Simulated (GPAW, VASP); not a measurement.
Given: the input of a run of GPAW 26.7.0 (ASE script) on MnS. 

The input run.py:

```python
from ase.dft.bandgap import bandgap
from ase.io import read, write
from ase.units import GPa
from gpaw import GPAW, PW

atoms = read('POSCAR')
atoms.set_initial_magnetic_moments([4.0, 0.0])

calc = GPAW(mode=PW(600),
            xc='PBE',
            kpts={'size': (9, 9, 9), 'gamma': True},
            occupations={'name': 'methfessel-paxton', 'order': 0, 'width': 0.05},
            nbands=21,
            convergence={'density': 1e-05, 'energy': 1e-05},
            maxiter=150,
            txt='gpaw.txt')
atoms.calc = calc
energy = atoms.get_potential_energy()
forces = atoms.get_forces()
stress = atoms.get_stress()
calc.write('gs.gpw')
write('result.traj', atoms)
print(f'Energy: {energy:.6f} eV')
print('Forces (eV/A):')
print(forces.round(4))
print('Stress (GPa):', (stress / GPa).round(3))
print('Moments:', calc.get_magnetic_moments().round(3))
print('Fermi level:', round(calc.get_fermi_level(), 4), 'eV')
print(f'Gap: {bandgap(calc)[0]:.4f} eV, direct: {bandgap(calc, direct=True)[0]:.4f} eV')
```

Contents of POSCAR:

```
MnS
1.0
    0.0000000000      2.6045000000      2.6045000000
    2.6045000000      0.0000000000      2.6045000000
    2.6045000000      2.6045000000      0.0000000000
Mn S
1 1
Direct
    0.0000000000      0.0000000000      0.0000000000
    0.5000000000      0.5000000000      0.5000000000
```

Potentials or basis: GPAW PAW data sets (gpaw-data 1.2.1), pw.

Command:

```sh
$ OMP_NUM_THREADS=1 python run.py
```

Problem. Translate it to VASP 6.6.1. Potentials or basis there: PBE PAW files Mn_pv, S, 520 eV.

Solution. As run (cutoffs and basis follow the program's own potentials, and thresholds, step limits or extra output files can differ):

INCAR

```
SYSTEM = MnS
  PREC = Accurate
  ENCUT = 520
  EDIFF = 1E-6
  ISMEAR = 0
  SIGMA = 0.05
  LREAL = .FALSE.
  LASPH = .TRUE.
  NELM = 100
  ALGO = Normal
  ISIF = 2
  LWAVE = .FALSE.
  LCHARG = .TRUE.
  ISPIN = 2
  MAGMOM = 4 0
  LORBIT = 11
  LMAXMIX = 4
  GGA = PE
  LELF = .TRUE.
  LVHAR = .TRUE.
```

The input KPOINTS:

```
regular mesh
0
G
  9 9 9
  0 0 0
```

The input POSCAR:

```
MnS
3.6833
    0.000000000000      0.707110471588      0.707110471588
    0.707110471588      0.000000000000      0.707110471588
    0.707110471588      0.707110471588      0.000000000000
Mn S
1 1
Direct
    0.0000000000      0.0000000000      0.0000000000
    0.5000000000      0.5000000000      0.5000000000
```

Potentials or basis: VASP PAW PBE potentials, release 64 (Mn_pv, S).

Run with:

```bash
$ cat potpaw_PBE.64/Mn_pv/POTCAR potpaw_PBE.64/S/POTCAR > POTCAR
$ mpirun -np 1 vasp_std > vasp.out
```

Both were run:

|  | GPAW | VASP |
| --- | --- | --- |
| Pressure | -2.9 GPa | -2.9 GPa |
| Net moment | 4.70 μB per cell | 4.72 μB per cell |

The potentials hold 21 and 19 valence electrons a cell.

The magnetic state is the one that the start led to; the real crystal's order can differ.

Pressure is positive in compression.
